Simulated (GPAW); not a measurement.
# MgO (P-6m2) in GPAW: single point with PBE

Aim: the single point of MgO with PBE.

Program: GPAW 26.7.0. These are calculated values, not measurements. Logs are shortened: lines on timing, memory, paths and dates and some standing lists are left out, and cuts for length are marked. The log counts tension as positive stress, the text compression.

## (1) The structure

The structure is hexagonal, space group P-6m2 (No. 187). Conventional cell: a = 2.938 Å, b = 2.938 Å, c = 2.680 Å, α = 90.00°, β = 90.00°, γ = 120.00°. Mg (site symmetry -6m2) has 6 O at 2.16 Å as nearest neighbours. O (site symmetry -6m2) is surrounded by 6 Mg at 2.16 Å.

Measurements of this composition are mostly on another form, of space group No. 225.

## (2) Single point, PBE

Input file run.py:

```python
from ase.dft.bandgap import bandgap
from ase.io import write
from ase.spacegroup import crystal
from ase.units import GPa
from gpaw import GPAW, PW, setup_paths

setup_paths.insert(0, '.')

# Mg 1a
# O 1d
atoms = crystal(['Mg', 'O'],
                basis=[[0.0, 0.0, 0.0],
                       [0.3333333333, 0.6666666667, 0.5]],
                spacegroup=187, setting=1,  # P-6m2
                cellpar=[2.9380209, 2.9380209, 2.67968, 90.0, 90.0, 120.0],
                primitive_cell=True)

calc = GPAW(mode=PW(800),
            xc='PBE',
            kpts={'size': (8, 8, 8), 'gamma': True},
            occupations={'name': 'fermi-dirac', 'width': 0.05},
            setups='sg15',
            nbands=-8,
            maxiter=120,
            txt='gpaw.txt')
atoms.calc = calc
energy = atoms.get_potential_energy()
forces = atoms.get_forces()
stress = atoms.get_stress()
calc.write('gs.gpw')
write('result.traj', atoms)
print(f'Energy: {energy:.6f} eV')
print('Forces (eV/A):')
print(forces.round(4))
print('Stress (GPa):', (stress / GPa).round(3))
print('Fermi level:', round(calc.get_fermi_level(), 4), 'eV')
print(f'Gap: {bandgap(calc)[0]:.4f} eV, direct: {bandgap(calc, direct=True)[0]:.4f} eV')
```

Potentials or basis: SG15 ONCV 1.2, pw.

The run is started by

```console
$ OMP_NUM_THREADS=1 python run.py
```

gpaw.txt:

```text
__  _  _
 | _ |_)|_||  |
 |__||  | ||/\| - 26.7.0

Input parameters:
  mode=PW(ecut=800.0),
  kpts=MonkhorstPack(size=(8, 8, 8), gamma=True),
  maxiter=120,
  nbands=-8,
  occupations=Occupations(name='fermi-dirac', width=0.05),
  setups={'default': 'sg15'},
  xc=XC(name='PBE')

Diagonalizing LCAO Hamiltonian
Converting LCAO to pw mode

        O

       Mg

Atoms  # Å, Bohr magnetons
|   | symbol |         x |        y |        z |    initial magnetic moments |
|---|--------|-----------|----------|----------|-----------------------------|
| 0 |     Mg |  0.000000 | 0.000000 | 0.000000 | ( 0.0000,  0.0000,  0.0000) |
| 1 |      O | -0.000000 | 1.696267 | 1.339840 | ( 0.0000,  0.0000,  0.0000) |

Unit cell  # Å
| periodic |         x |        y |        z |  lengths |     angles |
|----------|-----------|----------|----------|----------|------------|
|      yes |  2.938021 | 0.000000 | 0.000000 | 2.938021 |  90.000000 |
|      yes | -1.469010 | 2.544401 | 0.000000 | 2.938021 |  90.000000 |
|      yes |  0.000000 | 0.000000 | 2.679680 | 2.679680 | 120.000000 |

Number of symmetries: 12
Symmetry operations  # r_c * U_cc + t_c -> r_c
|    | kind |            matrix            |
|----|------|------------------------------|
|  0 |  σ   |  1, 1, 0,  0,-1, 0,  0, 0, 1 |
|  1 |  C2  |  1, 1, 0,  0,-1, 0,  0, 0,-1 |
|  2 |  E   |  1, 0, 0,  0, 1, 0,  0, 0, 1 |
|  3 |  σ   |  1, 0, 0,  0, 1, 0,  0, 0,-1 |
|  4 |  C3  |  0, 1, 0, -1,-1, 0,  0, 0, 1 |
|  5 |  S3  |  0, 1, 0, -1,-1, 0,  0, 0,-1 |
|  6 |  σ   |  0,-1, 0, -1, 0, 0,  0, 0, 1 |
|  7 |  C2  |  0,-1, 0, -1, 0, 0,  0, 0,-1 |
|  8 |  σ   | -1, 0, 0,  1, 1, 0,  0, 0, 1 |
|  9 |  C2  | -1, 0, 0,  1, 1, 0,  0, 0,-1 |
| 10 |  C3  | -1,-1, 0,  1, 0, 0,  0, 0, 1 |
| 11 |  S3  | -1,-1, 0,  1, 0, 0,  0, 0,-1 |

BZ-sampling:
  Number of BZ points: 512
  Number of IBZ points: 50

  Monkhorst-Pack size: [8, 8, 8]
  Monkhorst-Pack shift: [0.0625, 0.0625, 0.0625]

K-points  # in reciprocal-cell coordinates
|     |                                coordinates |     weight |
|-----|--------------------------------------------|------------|
|   0 | (  0.00000000,   0.00000000,   0.00000000) | 0.00195312 |
|   1 | (  0.00000000,   0.00000000,   0.12500000) | 0.00390625 |
|   2 | (  0.00000000,   0.00000000,   0.25000000) | 0.00390625 |
|   3 | (  0.00000000,   0.00000000,   0.37500000) | 0.00390625 |
|   4 | (  0.00000000,   0.00000000,   0.50000000) | 0.00195312 |
|   5 | (  0.12500000,   0.00000000,   0.00000000) | 0.01171875 |
|   6 | (  0.12500000,   0.00000000,   0.12500000) | 0.02343750 |
|   7 | (  0.12500000,   0.00000000,   0.25000000) | 0.02343750 |
|   8 | (  0.12500000,   0.00000000,   0.37500000) | 0.02343750 |
|   9 | (  0.12500000,   0.00000000,   0.50000000) | 0.01171875 |
| ... |                                            |            |
|  49 | (  0.50000000,   0.50000000,   0.50000000) | 0.00585938 |

Plane wave coefficients: 1056
Cutoff: 800.0 eV

Spin-components: 1 (collinear spins)
Bands:           16
Projectors:      8
Spin-degeneracy: 2
Datatype:        complex128

Parallelization:
  kpt:    1
  domain: 1
  band:   1

Density:
  Valence electrons: 16.0
  Components: 1
  Grid points: [20 20 18]
  Charge: 0.0  # |e|

Potential:
  Grid points: [20 20 18]

species:
  Norm-conserving UPF setup:
    Element:   Mg
    Z:         12
    Valence: 10.0
  Projectors:
    l=0 rcut=2.53
    l=0 rcut=2.53
    l=1 rcut=2.53
    l=1 rcut=2.53
  No states stored on this setup
  Local potential cutoff: 2.58
  Comp charge cutoff:     2.58
  File: ./Mg_ONCV_PBE-1.2.upf

    LCAO basis set for Mg:
      Name: atompaw.sz
      This basis set was not loaded from a file
      Number of radial functions: 3
      Number of spherical harmonics: 5
        l=0, rc=8.9500 Bohr: 2s e=-2.918 f=2.000
        l=0, rc=8.9500 Bohr: 3s e=-0.173 f=2.000
        l=1, rc=8.9500 Bohr: 2p e=-1.693 f=6.000
      Number of RI-basis functions 0

  Norm-conserving UPF setup:
    Element:    O
    Z:          8
    Valence:  6.0
  Projectors:
    l=0 rcut=1.51
    l=0 rcut=1.51
    l=1 rcut=1.51
    l=1 rcut=1.51
  No states stored on this setup
  Local potential cutoff: 1.54
  Comp charge cutoff:     1.54
  File: ./O_ONCV_PBE-1.2.upf

    LCAO basis set for O:
      Name: atompaw.sz
      This basis set was not loaded from a file
      Number of radial functions: 2
      Number of spherical harmonics: 4
        l=0, rc=8.9500 Bohr: 2s e=-0.881 f=2.000
        l=1, rc=8.9500 Bohr: 2p e=-0.335 f=4.000
      Number of RI-basis functions 0

Reference energy: 0.000000  # eV

eigensolver:
  PPCG
  Converge bands: occupied
  niter=2

density mixing:
  MSR1-Mixer
  Pratt-step length: 0.05
  Maximum mixing coefficient: 0.75
  Old densities: 10
  SVD Regularization: 0.005
  Good broyden scale: 1.0
  Trust region scale: 1.0
  Backstep threshold: 4.0
  History deletion threshold: 6.0
  Fourier metric: weight=20.0, sigma=0.015

occupation numbers:
  Fermi-Dirac:
    width: 0.0500  # eV

poisson solver:
  ecut: 6400.0  # eV

xc functional:
  name: PBE with 2 nearest neighbor stencil

convergence criteria:
- Maximum [total energy] change in last 3 cyles: 0.0005 eV / valence electron
- Maximum integral of absolute [dens]ity change: 0.0001 electrons / valence electron
- Maximum integral of absolute [eigenst]ate change: 4e-08 eV^2 / valence electron
maximum number of iterations: 120

SCF iterations
|iter     | |      energy | eigst |  dens |
|---------|-|-------------|-------|-------|
|iter:   1| |-1917.436013 | +0.02 |       |
|iter:   2| |-1916.941873 | -1.72 | -0.91 |
|iter:   3| |-1915.457197 | -1.00 | -0.97 |
|iter:   4| |-1915.442326 | -3.30 | -1.54 |
|iter:   5| |-1915.440395 | -3.10 | -1.82 |
|iter:   6| |-1915.440468c| -5.38 | -2.95 |
|iter:   7| |-1915.440489c| -6.09 | -3.33 |
|iter:   8| |-1915.440489c| -7.80c| -4.33c|

Converged in 8 steps
Energy contributions relative to reference atoms: (reference = 0.000000)

Energy contributions:
  Kinetic:         724.419962
  Coulomb:       -2048.670849
  Zero:           -303.487819
  External:          0.000000
  Xc:             -287.701782
  Entropy:          -0.000000
  Spinorbit:         0.000000
  ----------------------------
  Free energy:   -1915.440489
  Extrapolated:  -1915.440489

dipole moment: (-7.505585, -12.629320, -13.398400)  # |e|*Ang

Fermi level: 5.329
Eigenvalues  # (at kpt = [0.000, 0.000, 0.000])
| band index |      eig [eV] | occ [0-2] |
|------------|---------------|-----------|
|          0 |       -69.087 |     2.000 |
|          1 |       -35.863 |     2.000 |
|          2 |       -35.863 |     2.000 |
|          3 |       -35.787 |     2.000 |
|          4 |       -13.101 |     2.000 |
|          5 |         3.724 |     2.000 |
|          6 |         3.725 |     2.000 |
|          7 |         3.929 |     2.000 |
|          8 |         7.337 |     0.000 |
|          9 |        16.275 |     0.000 |
|         10 |        19.932 |     0.000 |
|         11 |        19.933 |     0.000 |
|         12 |        24.191 |     0.000 |
|         13 |        25.272 |     0.000 |
|         14 |        26.953 |     0.000 |
|         15 |        26.953 |     0.000 |

Gap: 3.024 eV
Transition (v -> c):
  (s=0, k=30, n=7, [0.38, 0.38, 0.00]) -> (s=0, k=0, n=8, [0.00, 0.00, 0.00])
Direct/indirect transitions are different
Direct gap: 3.408 eV
Transition at: (s=0, k=0, n=7, [0.00, 0.00, 0.00])

Forces  # eV/Ang
|       x |        y |       z |
|---------|----------|---------|
| 0.00000 | -0.00000 | 0.00000 |  # Mg   0
| 0.00000 |  0.00000 | 0.00000 |  # O    1

Stress tensor  # eV/Ang^3
|         x |         y |        z |
|-----------|-----------|----------|
|  0.095842 | -0.000000 | 0.000000 |
| -0.000000 |  0.095842 | 0.000000 |
|  0.000000 |  0.000000 | 0.095378 |

# Writing to gs.gpw (mode='')
```

It took 10 s on 1 thread of Arm Neoverse V2, shared host; peak memory 0.14 GiB.

Results:

```yaml
Free_energy: -1915.4405 eV
Pressure: -15.3 GPa
Band_gap_on_the_k_mesh: 3.02 eV, indirect (least direct gap 3.41 eV)
```

Caveat: so large a pressure means that the cell lies far from this level's equilibrium, or that cutoff or potentials fall short. A hybrid or GW would open this gap; PBE tends to underestimate it.
